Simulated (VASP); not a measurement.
# Which phase of MoS2 is lowest?, part 2 of 2

Which of 4 structures of MoS2 is lowest in energy, and does the functional change the order? Phases are named by their space groups. The structure below is that of the R3m phase.

VASP 6.6.1, plane waves and PAW; the level of theory is named at each step.

So far. Step 3 (Energy at another level, r2SCAN): The run ends at a pressure of 9.04 GPa, with forces up to 0.056 eV/Å.

## (4) Energy at another level, r2SCAN+rVV10 (continued)

Level of this step: r2SCAN with rVV10, no spin polarisation; plane waves and PAW (Mo_sv, S) (VASP).

From OUTCAR (step 4):

```text
  LATTYP: Found a trigonal (rhomboedric) cell.
 ALAT       =     6.0601390142
 COS(alpha) =     0.8678805237

 Subroutine GETGRP returns: Found  6 space group operations
 (whereof  6 operations were pure point group operations)

The static configuration has the point symmetry C_3v.

 Found     85 irreducible k-points:

   dimension x,y,z NGX =    42 NGY =   42 NGZ =   42
   dimension x,y,z NGXF=    84 NGYF=   84 NGZF=   84

   ENCUT  =  450.0 eV  33.07 Ry    5.75 a.u.  10.48 10.48 10.48*2*pi/ulx,y,z

   NELECT =      26.0000    total number of electrons

 E-fermi :   9.2732

 k-point     1 :       0.0000    0.0000    0.0000
  band No.  band energies     occupation
    ...
      9       5.2239      2.00000
     10       6.3706      2.00000
     11       6.3706      2.00000
     12       7.2863      2.00000
     13       7.9408      2.00000
     14      10.9392      0.00000
     15      10.9392      0.00000
     16      11.4610      0.00000
     17      11.4610      0.00000
     18      15.0900      0.00000
    ...

 k-point     2 :       0.1111   -0.0000    0.0000
  band No.  band energies     occupation
    ...
      9       5.4417      2.00000
     10       5.7625      2.00000
     11       6.0477      2.00000
     12       7.2825      2.00000
     13       7.9459      2.00000
     14      10.8082      0.00000
     15      11.0208      0.00000
     16      11.1705      0.00000
     17      11.3454      0.00000
     18      15.9717      0.00000
    ...

  Total        2.5656327      2.5656327      2.0616200      0.0000000      0.0000000      0.0000000
  in kB       84.5184214     84.5184211     67.9149691      0.0000000      0.0000000      0.0000000
  external PRESSURE =      78.9839372 kB  Pullay stress =       0.0000000 kB

 POSITION                                       TOTAL-FORCE (eV/Angst)
 -----------------------------------------------------------------------------------
      0.00000      0.00000      0.00068         0.000000      0.000000      0.007655
      0.00000      0.00000     13.13305         0.000000      0.000000      0.012395
      0.00000      0.00000     10.01409         0.000000     -0.000000     -0.020050
 -----------------------------------------------------------------------------------
    total drift:                                0.000000      0.000000      0.000117

  FREE ENERGIE OF THE ION-ELECTRON SYSTEM (eV)
  ---------------------------------------------------
  free  energy   TOTEN  =       -44.4411945877 eV

  energy  without entropy=      -44.4411945877  energy(sigma->0) =      -44.44119459

 total charge
# of ion       s       p       d       tot
------------------------------------------
    1        2.294   6.239   3.978  12.511
    2        1.359   2.378   0.000   3.737
    3        1.360   2.377   0.000   3.737
--------------------------------------------------
tot          5.013  10.994   3.978  19.985

[... 2 parts as in an earlier step ...]

[... 7 further parts left out ...]
```

Numbers from this step:

```
energy(sigma→0) of the program : -44.4412 eV
stress, compression positive   : xx, yy, zz 8.45, 8.45, 6.79 GPa
```

The run ends at a pressure of 7.90 GPa, with forces up to 0.020 eV/Å.

## (5) Energy at another level, LDA

The relaxed cell is held, and its energy is taken at another level.

Level: LDA, no spin polarisation; plane waves and PAW (Mo_sv, S).

File INCAR:

```
SYSTEM = MoS2
PREC = Accurate
ENCUT = 450
EDIFF = 1E-06
NELM = 100
ISMEAR = 0
SIGMA = 0.02
LREAL = .FALSE.
ALGO = Normal
GGA = CA
NBANDS = 19
LASPH = .TRUE.
LORBIT = 11
LWAVE = .FALSE.
LCHARG = .FALSE.
KPAR = 4
```

File POSCAR:

```
MoS2
1.0
    1.5575823282      0.8992705777      5.7871007068
   -1.5575823282      0.8992705777      5.7871007068
    0.0000000000     -1.7985411462      5.7871007069
Mo S
1 2
Direct
    0.0000393322      0.0000393322      0.0000393322
    0.7564554930      0.7564554930      0.7564554930
    0.5768051747      0.5768051747      0.5768051747
```

File KPOINTS:

```
Automatic mesh
0
Gamma
9 9 9
0 0 0
```

The projector-augmented-wave data sets are Mo_sv and S (PBE family, release 64).

The run is started by

```
$ mpirun -np 4 vasp_std
```

The log of the run:

```text
[banner, memory and clock lines left out]
running    4 mpi-ranks, on    1 nodes
[...]
[... a notice as in an earlier step ...]

 LDA part: xc-table for (Slater(with rela. corr.)+CA(PZ))
 , standard interpolation
 POSCAR, INCAR and KPOINTS ok, starting setup
[...]
entering main loop
       N       E                     dE             d eps       ncg     rms          rms(c)
DAV:   1     0.163588136425E+03    0.16359E+03   -0.12643E+04  3238   0.117E+03
DAV:   2    -0.195115323753E+02   -0.18310E+03   -0.17892E+03  3989   0.311E+02
DAV:   3    -0.259314433915E+02   -0.64199E+01   -0.63571E+01  3904   0.546E+01
DAV:   4    -0.260020432932E+02   -0.70600E-01   -0.70555E-01  4011   0.608E+00
[...]
DAV:  12    -0.245340969003E+02    0.13601E-04   -0.54259E-05  3647   0.476E-02    0.180E-02
DAV:  13    -0.245340981429E+02   -0.12426E-05   -0.73844E-06  3673   0.151E-02    0.803E-03
DAV:  14    -0.245340980246E+02    0.11832E-06   -0.50508E-07  2014   0.468E-03
   1 F= -.24534098E+02 E0= -.24534098E+02  d E =-.469767E-14
```

Run time: 37 s. Hardware: 4 MPI ranks of Intel Xeon Platinum 8259CL at 2.50GHz (Skylake/Cascade Lake), shared host; peak memory 0.94 GiB; 2.4 min of CPU time.

From OUTCAR (step 5):

```text
  Total        0.5711048      0.5711048      0.4509938      0.0000000      0.0000000      0.0000000
  in kB       18.8136361     18.8136360     14.8568743      0.0000000      0.0000000      0.0000000
  external PRESSURE =      17.4947155 kB  Pullay stress =       0.0000000 kB

 POSITION                                       TOTAL-FORCE (eV/Angst)
 -----------------------------------------------------------------------------------
      0.00000      0.00000      0.00068         0.000000      0.000000      0.003221
      0.00000      0.00000     13.13305         0.000000     -0.000000     -0.119825
      0.00000      0.00000     10.01409         0.000000      0.000000      0.116604
 -----------------------------------------------------------------------------------
    total drift:                                0.000000      0.000000     -0.000028

  FREE ENERGIE OF THE ION-ELECTRON SYSTEM (eV)
  ---------------------------------------------------
  free  energy   TOTEN  =       -24.5340980246 eV

  energy  without entropy=      -24.5340980246  energy(sigma->0) =      -24.53409802

[... 2 parts as in an earlier step ...]

[... 1 further part left out ...]
[key lines of the parts left out:]
E-fermi :   8.9607
```

This run gave:

```
energy(sigma→0) of the program : -24.5341 eV
stress, compression positive   : xx, yy, zz 1.88, 1.88, 1.49 GPa
```

The run ends at a pressure of 1.75 GPa, with forces up to 0.12 eV/Å.

## (6) The table

Notes on database entries: that of R-3m MoS2 has ideal inner coordinates that were not refined.

Hybrid runs start from orbitals of a short PBEsol run, not shown.

The LDA runs use the data sets made with PBE.

The other members went through these steps as far as the tables show, with one cutoff; 24 runs are not shown. The session took 5.0 core hours (wall time by ranks) on a shared machine.

Gaps are left out of the table: they were read on meshes alone, which can miss band edges, and a phase here has under a picked 1.5 eV.

Energies from the R3m phase; other levels are single points on the cells relaxed at PBEsol+D3(BJ).

| phase | atoms | space group at the start | space group relaxed | volume (Å³/f.u.) | energy, PBEsol+D3(BJ) (meV/f.u.) | energy, r2SCAN (meV/f.u.) | energy, r2SCAN+rVV10 (meV/f.u.) | energy, LDA (meV/f.u.) |
| --- | --- | --- | --- | --- | --- | --- | --- | --- |
| R3m | 3 | 160 | 160 | 48.6 | 0.0 | 0.0 | 0.0 | 0.0 |
| P6_3/mmc | 6 | 194 | 194 | 49.0 | 4.0 | -12.3 | -8.2 | -2.4 |
| R-3m | 3 | 166 | 166 | 47.8 | 776.2 | 928.1 | 913.5 | 791.0 |
| P-3m1 | 3 | 164 | 164 | 47.6 | 798.1 | 927.7 | 912.2 | 817.9 |

## (7) Summary of results

| Item | Value |
| --- | --- |
| lowest at PBEsol+D3(BJ) | R3m, 4.0 meV/f.u. under P6_3/mmc |
| lowest at r2SCAN | P6_3/mmc, 12.3 meV/f.u. under R3m |
| lowest at r2SCAN+rVV10 | P6_3/mmc, 8.2 meV/f.u. under R3m |
| lowest at LDA | P6_3/mmc, 2.4 meV/f.u. under R3m |

What this shows: The smallest margin is 0.8 meV per atom, near what these settings resolve. The single points sit under pressure or tension of up to 9.8 GPa in size, which can shift small margins between phases of unlike volume. The levels disagree on the lowest phase: P6_3/mmc and R3m. Meshes were set by a spacing in reciprocal space, rounded up for each cell and run, and were not tested; margins of about 10 meV per atom that involve metallic or gapless phases need denser ones. Dielectric columns are linear response at the first level, on meshes of their own. Only the first level is at its own zero pressure; the others are single points under whatever pressure they find in these cells, which can shift small differences. Vibrations, surfaces and strain are left out.

[Lines on the potential files, build, host, timing and source positions are cut from VASP's logs without a mark.]

[Logs are printed without paths, hosts, clocks, repeated set-up lines and the standing remarks that a program may print on its own settings, such as how far it seeks lower states.]

[Hosts, paths, dates, database ids (printed as entryN), source tags and the programs' standing remarks are cut or masked in the printed files.]
